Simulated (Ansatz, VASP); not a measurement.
# InSe: VASP beside Ansatz, part 2 of 2

Aim: how closely do two programs agree when they are given the same cell, functional and k mesh? The cell is taken from a series of runs on this material, whose earlier steps may have relaxed, scaled, displaced or heated it; both programs get it as it stands.

VASP 6.6.1 and Ansatz 0.2.0.

So far. Step 2 (VASP: single point, HSE06): The run ends at a pressure of 0.00 GPa, with forces up to 0.088 eV/Å.

## Step 3: Ansatz: single point, HSE06

Level of this step: Ansatz beside VASP: Kohn-Sham DFT, plane waves, HSE06 (Ansatz).

Ansatz runs on its default PAW (the set named soft_2) files.

The same cell, functional and mesh now go to Ansatz, which takes its cutoff from its data sets.

input.yaml

```yaml
crystal:
  lattice:
    - [2.0225402113, 1.1677141354, 8.6789002114]
    - [-2.0225402113, 1.1677141354, 8.6789002114]
    - [0.0, -2.3354282708, 8.6789002114]
  atoms:
    - { symbol: In, position: [0.0023583266, 0.0023583266, 0.0023583266] }
    - { symbol: In, position: [0.1098225416, 0.1098225416, 0.1098225416] }
    - { symbol: Se, position: [0.6207247466, 0.6207247466, 0.6207247466] }
    - { symbol: Se, position: [0.8247943852, 0.8247943852, 0.8247943852] }
kpoints:
  mp_grid: { grid: [4, 4, 4] }
  band_path:
    path:
      - [0.0, 0.0, 0.0]
      - [-0.5, -0.5, -0.5]
      - [-0.5, -0.17951802, -0.82048198]
      - [-0.17951802, 0.17951802, -0.5]
      - [0.0, 0.0, -0.5]
      - [0.0, 0.33975901, -0.33975901]
      - [-0.33975901, 0.0, -0.66024099]
      - [-0.5, 0.0, -0.5]
    npoints: 1
hamiltonian:
  xc: hse06
scf:
  occupations: { method: fixed }
  n_extra_bands: 5
output:
  eigenvalues: true
```

Launch:

```console
$ ansatz run input.yaml --threads 3 --pin off --max-ram 92160MiB --backend cuda --events-out ev --progress --plain --runs-dir out --devices 1 --max-vram 13GiB
```

Numbers of over 12 decimals in the logs are rounded to 6 here.

Output:

```text
basis.fft_grid_basis auto: the FFT boxes are laid along the combinations [[1, 0, -1], [0, 1, -1], [0, 0, 1]] of the cell's own vectors, 4.045, 4.045 and 8.988 Å long. The dense box has 30×30×64 points. Along the cell's own vectors, as sized, it would have 64×64×64, 4.55 times as many. Of the 6 symmetry operations that the crystal satisfies within crystal.symmetry.tolerance (time reversal apart; of a slab, those that  [...]
scf.n_extra_bands = 5 over 29 filled bands (N_el = 58.0): the run solves 34 bands
GPUs: using 1 of 1 available (devices: 1).
Engine: ansatz 0.2.0, x86_64-unknown-linux-gnu
Pseudopotentials: kind: paw
Pseudopotential: In, paw, valence charge 13, recommended cutoff 420 eV (normal), In.paw.azcp
Pseudopotential: Se, paw, valence charge 16, recommended cutoff 420 eV (normal), Se.paw.azcp
Functional definition: HSE06
  parameter a = 0.25
  parameter omega = 0.11/bohr
  exchange = pbe_x - a*pbe_x_sr(omega) + a*exact_x_sr(omega)
  correlation = pbe_c
davidson cushion auto → on  (no smearing: the cushion is to keep the highest requested band from converging to the state above it; pin scf.eigensolver.cushion to override)
device memory: the entry about to start is reckoned to put 1.7 GiB on a device that reports 44.1 GiB free (of which the cap on the GPU budget leaves the run 13.0 GiB)
GPU FFT provider: cuFFT
GPU libraries: cuBLAS 13.8.2, cuFFT 12.4.0, cuSOLVER 12.3.4
Crystal: 4 atoms, lattice volume = 122.984 Å³
Basis set: ecut = 420 eV, 2411 PW (Γ), FFT grids on a1−a3, a2−a3, a3
Bands: 34, of which v1, the nominal top of the filled ones, is band 29 counted from 1 (28 counted from 0)
Symmetry: 6 space group operations
Space group: R3m (ITA 160), of the structure as read, at distance tolerance 5.0e-5 Å
k-points: 13 of 64 (time reversal used)
Non-local potential: In, projectors of the file, l = 0: 2, l = 1: 2, l = 2: 2, l = 3: 2
Non-local potential: Se, projectors of the file, l = 0: 2, l = 1: 2, l = 2: 3, l = 3: 1
PAW form: soft (Blöchl's): semilocal exchange-correlation on the pseudo side does not see the compensation charge
PAW frozen core: In, regenerated for the run's functional, and the local potential with it (the file was generated under x = pbe(κ = 0.804, μ = 0.219515), c = pbe(β = 0.066725))
PAW frozen core: Se, regenerated for the run's functional, and the local potential with it (the file was generated under x = pbe(κ = 0.804, μ = 0.219515), c = pbe(β = 0.066725))
PAW one-centre angular grid: In, 590 points (default); XC on 64 Gauss nodes
PAW one-centre angular grid: Se, 590 points (default); XC on 64 Gauss nodes
Initial density: superposition of atomic densities (neutral atoms: chi_scale 0, normalization atom), corrected by the library's trained network
Initial wavefunctions: pseudopotential atomic-orbital guess
GPU buffer pool allocated for 57600 grid points (all kernels)
GPU transforms: local potential and band sums: pruned to the plane-wave sphere, on 27×27×64
Functional: x = pbe(κ = 0.804, μ = 0.219515), c = pbe(β = 0.066725), warm-up for x = pbe(κ = 0.804, μ = 0.219515) + 0.25 (exact − pbe) at short range (hse, ω = 0.207870 Å⁻¹), c = pbe(β = 0.066725); HSE06 as pw.x's `hse` composes it (authors' and Libxc's form: `xc: wpbeh`)
SCF iter   1: F=—  HF=-22135.851628 eV  |F-HF|=—  |Δ(HF+E_count)|=         —  Δρ=1.28e-3  dr2=3.51e-3  ethr=1.77e-3  ⟨swp⟩=6.3  Hψ=1838  notcnv=0
preconditioner: auto → none  [insulator: Δε(μ)=0.492 eV  Ē_g=13.517 eV  n_scr=30 (ndim 8)  ℏωp=20.6 eV  f_vac=0.126]
SCF iter   2: F=—  HF=-22135.853021 eV  |F-HF|=—  |Δ(HF+E_count)|=   1.39e-3  Δρ=8.54e-4  dr2=5.28e-3  ethr=6.04e-6  ⟨swp⟩=5.4  Hψ=1702  notcnv=0  defer=1
SCF iter   3: F=—  HF=-22135.852175 eV  |F-HF|=—  |Δ(HF+E_count)|=   8.46e-4  Δρ=3.12e-4  dr2=4.66e-4  ethr=6.04e-6  ⟨swp⟩=4.2  Hψ=1133  notcnv=0  defer=1
iter 4 solved again at ethr=4.02e-8 eV; its pass at ethr=8.04e-7 eV (dr2=2.33e-5 eV) is discarded
SCF iter   4: F=—  HF=-22135.852192 eV  |F-HF|=—  |Δ(HF+E_count)|=   1.73e-5  Δρ=1.45e-4  dr2=2.57e-5  ethr=4.02e-8  ⟨swp⟩=3.9  Hψ=2338  notcnv=0
SCF iter   5: F=-22135.852228 eV  HF=-22135.852228 eV  |F-HF|=1.72e-7  |Δ(HF+E_count)|=   3.58e-5  Δρ=6.63e-5  dr2=9.47e-6  ethr=4.02e-8  ⟨swp⟩=4.0  Hψ=1176  notcnv=0
SCF 1 stopped early in 5 iterations: F = -22135.852228 eV  dr2 = 9.47e-6
  greatest PAW one-centre occupation: 1.000 electrons in one spin orbital (limit 2), on the Se atom at site 2 (counted from 0), in its partial waves of l = 2
device memory: the entry about to start is reckoned to put 2.3 GiB on a device that reports 44.1 GiB free (of which the cap on the GPU budget leaves the run 13.0 GiB)
GPU FFT provider: cuFFT
GPU libraries: cuBLAS 13.8.2, cuFFT 12.4.0, cuSOLVER 12.3.4
Initial density: handed on by an earlier stage of this run
Initial wavefunctions: those handed on with the density
GPU buffer pool allocated for 57600 grid points (all kernels)
GPU transforms: local potential and band sums: pruned to the plane-wave sphere, on 27×27×64
Functional: x = pbe(κ = 0.804, μ = 0.219515) + 0.25 (exact − pbe) at short range (hse, ω = 0.207870 Å⁻¹), c = pbe(β = 0.066725); HSE06 as pw.x's `hse` composes it (authors' and Libxc's form: `xc: wpbeh`)
Exchange kernel: α = 0.2500, screened, ω = 0.2079 Å⁻¹, Wigner–Seitz truncation, v(0) = 1036.7774 eV·Å³, q-mesh 4×4×4, nearest image of the exchange supercell L = 16.18 Å, pair-density grid 24×24×60, without the augmentation charges, whose exchange is taken in its separable form by FFT convolution over the k-point mesh (the finest that the files' search goes to), smooth part of the exact exchange by density-matrix convolution in up to 3.63 GiB of GPU memory as planned if the GPU has room (build and FFT work areas not counted)
Frozen-core exchange: fock
SCF iter   1: F=—  HF=-22146.897690 eV  |F-HF|=—  |Δ(HF+E_count)|=         —  Δρ=5.23e-3  dr2=3.86e-2  ethr=1.63e-7  ⟨swp⟩=8.9  Hψ=2680  notcnv=0
preconditioner: auto → none  [insulator: Δε(μ)=1.174 eV  Ē_g=15.457 eV  n_scr=30 (ndim 8)  ℏωp=20.6 eV  f_vac=0.124]
SCF iter   2: F=—  HF=-22146.887159 eV  |F-HF|=—  |Δ(HF+E_count)|=   1.05e-2  Δρ=2.81e-3  dr2=3.14e-2  ethr=1.63e-7  ⟨swp⟩=7.6  Hψ=2222  notcnv=0  defer=2
SCF iter   3: F=—  HF=-22146.882787 eV  |F-HF|=—  |Δ(HF+E_count)|=   4.37e-3  Δρ=1.37e-3  dr2=8.47e-3  ethr=1.63e-7  ⟨swp⟩=7.5  Hψ=2204  notcnv=0  defer=2
SCF iter   4: F=—  HF=-22146.896786 eV  |F-HF|=—  |Δ(HF+E_count)|=   1.40e-2  Δρ=1.39e-3  dr2=3.31e-3  ethr=1.63e-7  ⟨swp⟩=5.0  Hψ=1955  notcnv=0
SCF iter   5: F=—  HF=-22146.896169 eV  |F-HF|=—  |Δ(HF+E_count)|=   6.17e-4  Δρ=6.78e-4  dr2=6.81e-4  ethr=1.63e-7  ⟨swp⟩=4.6  Hψ=1495  notcnv=0
SCF iter   6: F=—  HF=-22146.896040 eV  |F-HF|=—  |Δ(HF+E_count)|=   1.28e-4  Δρ=1.51e-4  dr2=7.53e-5  ethr=1.63e-7  ⟨swp⟩=3.8  Hψ=1433  notcnv=0
SCF iter   7: F=—  HF=-22146.896448 eV  |F-HF|=—  |Δ(HF+E_count)|=   4.08e-4  Δρ=1.41e-4  dr2=1.07e-4  ethr=4.29e-8  ⟨swp⟩=5.0  Hψ=1518  notcnv=0
SCF iter   8: F=-22146.896424 eV  HF=-22146.896425 eV  |F-HF|=1.20e-6  |Δ(HF+E_count)|=   2.31e-5  Δρ=1.64e-5  dr2=3.12e-6  ethr=4.29e-8  ⟨swp⟩=4.0  Hψ=1223  notcnv=0
SCF 2 stopped early in 8 iterations: F = -22146.896424 eV  dr2 = 3.12e-6
  greatest PAW one-centre occupation: 1.000 electrons in one spin orbital (limit 2), on the Se atom at site 3 (counted from 0), in its partial waves of l = 2
hybrid outer 1: dexx = +1.733e-2 eV, tail = 1.03e-4 eV
GPU FFT provider: cuFFT
GPU libraries: cuBLAS 13.8.2, cuFFT 12.4.0, cuSOLVER 12.3.4
GPU buffer pool allocated for 57600 grid points (all kernels)
GPU transforms: local potential and band sums: pruned to the plane-wave sphere, on 27×27×64
Exchange kernel: α = 0.2500, screened, ω = 0.2079 Å⁻¹, Wigner–Seitz truncation, v(0) = 1036.7774 eV·Å³, q-mesh 4×4×4, nearest image of the exchange supercell L = 16.18 Å, pair-density grid 24×24×60, without the augmentation charges, whose exchange is taken in its separable form by FFT convolution over the k-point mesh (the finest that the files' search goes to), smooth part of the exact exchange by density-matrix convolution in up to 3.63 GiB of GPU memory as planned if the GPU has room (build and FFT work areas not counted)
Frozen-core exchange: fock
SCF iter   1: F=—  HF=-22146.896544 eV  |F-HF|=—  |Δ(HF+E_count)|=         —  Δρ=5.64e-5  dr2=7.10e-6  ethr=8.91e-7  ⟨swp⟩=2.7  Hψ=985  notcnv=0
preconditioner: auto → none  [insulator: Δε(μ)=1.233 eV  Ē_g=15.443 eV  n_scr=30 (ndim 8)  ℏωp=20.6 eV  f_vac=0.125]
iter 2 solved again at ethr=7.26e-10 eV; its pass at ethr=1.01e-8 eV (dr2=4.21e-7 eV) is discarded
SCF iter   2: F=—  HF=-22146.896545 eV  |F-HF|=—  |Δ(HF+E_count)|=   9.50e-7  Δρ=2.59e-5  dr2=5.39e-7  ethr=7.26e-10  ⟨swp⟩=2.0  Hψ=2593  notcnv=0
SCF iter   3: F=—  HF=-22146.896546 eV  |F-HF|=—  |Δ(HF+E_count)|=   7.10e-7  Δρ=1.38e-5  dr2=1.76e-7  ethr=7.26e-10  ⟨swp⟩=4.2  Hψ=1365  notcnv=0
SCF iter   4: F=-22146.896546 eV  HF=-22146.896546 eV  |F-HF|=5.46e-9  |Δ(HF+E_count)|=   3.17e-8  Δρ=3.18e-6  dr2=8.88e-9  ethr=2.71e-10  ⟨swp⟩=3.0  Hψ=1065  notcnv=0
SCF 3 converged in 4 iterations: F = -22146.896546 eV  dr2 = 8.88e-9
hybrid outer 2: dexx = +1.001e-6 eV, tail = 5.88e-8 eV, Δε = 1.69e-3 eV (about 7.62e-5 eV left of the loop's levels)
device memory: the entry about to start is reckoned to put 0.6 GiB on a device that reports 44.2 GiB free (of which the cap on the GPU budget leaves the run 13.0 GiB)
NSCF: frozen V_eff on 8 k-points
hybrid SCF converged: 2 outer / 12 inner (+5 warm-up), last move |dexx| = 1.00e-6 eV, tail = 5.88e-8 eV
Stability not checked: this state was not tested for a lower state beside it, because the functional holds exact exchange (a hybrid, or Hartree-Fock), whose exchange loop this test does not read (fock_operator; see scf.lower_state_search)
Free energy (F): -22146.896546 eV
Frozen-core exchange: fock
Harris-Foulkes:  -22146.896546 eV  (|F-HF|=5.46e-9)
Internal energy: -22146.896546 eV  (E = F + TS)
E sigma→0 (E₀):  -22146.896546 eV
Fermi energy:    6.148490 eV
--- Per-component energies (eV) ---
  E_band       = -1090.564419
  E_kinetic    = 721.258335
  E_local      = -8164.794236  (includes V_loc(G=0)·N_el)
  E_nonlocal   = -457.781552
  E_hartree    = 3761.256186
  E_xc         = -508.409854
  E_vxc        = -314.873458  (∫ρ·V_xc dr)
  E_exx        = -201.148763  (= α·E_x^exact, valence–valence)
  E_paw        = -12071.300351  (= ΣΔE_a)
  E_vpaw       = 5.414560  (= ΣTr[D̂ρ^β])
  E_aug_tail   = -0.001159  (compensation charges beyond the density's cutoff)
  E_ewald      = -5224.855648
  E_core_change = -1.119502  (= ΣΔE_core)
  E_smearing   = -0.000000  (= −TS)
  E_closure    = -0.000000  (closes the sum)
  Σ components = -22146.896546   (vs F -22146.896546, Δ=0.00e0)
--- Band table (eV; the first three rows and the last of 13) ---
  k-point 0: bands = [... 25 lower, 4.8218, 4.8403, 4.8403, 4.8636, 8.4082, 9.0060, 11.3419, 11.3419, ... 1 higher]
  k-point 1: bands = [... 25 lower, 3.9457, 4.2096, 4.2693, 5.2305, 8.9298, 9.1595, 11.1275, 11.2517, ... 1 higher]
  k-point 2: bands = [... 25 lower, 3.7446, 3.7587, 3.7801, 4.4668, 8.1425, 8.8593, 10.6593, 10.9306, ... 1 higher]
  k-point 12: bands = [... 25 lower, 4.7404, 4.9259, 4.9259, 6.1485, 7.3826, 9.0707, 11.2836, 11.2836, ... 1 higher]
```

The column dr2 measures how far the density is from self-consistency, as an energy; F and HF (Harris–Foulkes) agree once it is small.

## Step 4: Comparison

Known differences besides the potentials themselves: exact exchange at q = 0 is treated differently, which shows on coarse meshes; VASP keeps PBE cores, Ansatz makes them for the functional; fixed occupations in Ansatz, narrow Gaussian smearing in VASP; the data sets hold 58 valence electrons in Ansatz (on its default PAW (the set named soft_2) files) and 38 in VASP; the cutoff is 420 eV in Ansatz and 400 eV in VASP; VASP takes a coarser grid for exact exchange (PRECFOCK = Fast). Total energies have different zeros and are not compared.

Compared:

| quantity | Ansatz | VASP | difference |
| --- | --- | --- | --- |
| gap on the k mesh (eV) | 1.234 | 1.226 | +0.008 |

A gap on the mesh is an upper bound, since the band edges may lie between its points.

## Step 5: Outcome

```json
{
 "difference in gap on the k mesh (single point, HSE06)": "0.0079 eV"
}
```

In words: The difference in gap on the k mesh is 0.0079 eV (single point, HSE06), within the 0.08 eV picked in this series as the mark of a large difference. The data sets hold unlike numbers of valence electrons (58 in Ansatz and 38 in VASP), so part of the differences comes from the potentials. How closely two codes agree says nothing of how well the functional describes the real material.

[Lines on the potential files, build, host, timing and source positions are cut from VASP's logs without a mark.]

[Logs are printed without paths, hosts, clocks, repeated set-up lines and the standing remarks that a program may print on its own settings, such as how far it seeks lower states.]

[Hosts, paths, dates, database ids (printed as entryN), source tags and the programs' standing remarks are cut or masked in the printed files.]
